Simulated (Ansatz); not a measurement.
# HgTe in Ansatz: the effect of functional

The system is HgTe.

```
Hg Te
1.0
     0.00000    3.11508    3.11508
     3.11508    0.00000    3.11508
     3.11508    3.11508    0.00000
Hg Te
1 1
Direct
  0.00000 0.00000 0.00000
  0.50000 0.50000 0.50000
```

Measurements of this composition are mostly on another form, of space group No. 216.

The cell isn't the ideal one: volume scaled by 0.94.

Alike in all runs:

| Property | Result |
| --- | --- |
| Program | Ansatz 0.2.0 |
| Task | single point |
| Potentials or basis | Ansatz PAW |
| k mesh | 7 × 7 × 7 |
| Occupations | fermi-dirac, width 0.05 eV |
| Spin | no spin polarisation |

| functional | cutoff | pressure (GPa) |
| --- | --- | --- |
| LDA | 420 eV (not typed: the program's choice for these potentials) | -6.5 |
| PBEsol | 420 eV (not typed: the program's choice for these potentials) | ? |
| r2SCAN | 500 eV (not typed: the program's choice for these potentials) | -3.1 |

Question: What does the run with functional PBEsol give?

Answer: Pressure -4.9 GPa.

Caveats: the PAW data sets come from PBE, with cores solved anew for the run's functional, which leaves a small shift of forces and pressure.

Runs at the PBE level aren't shown here.
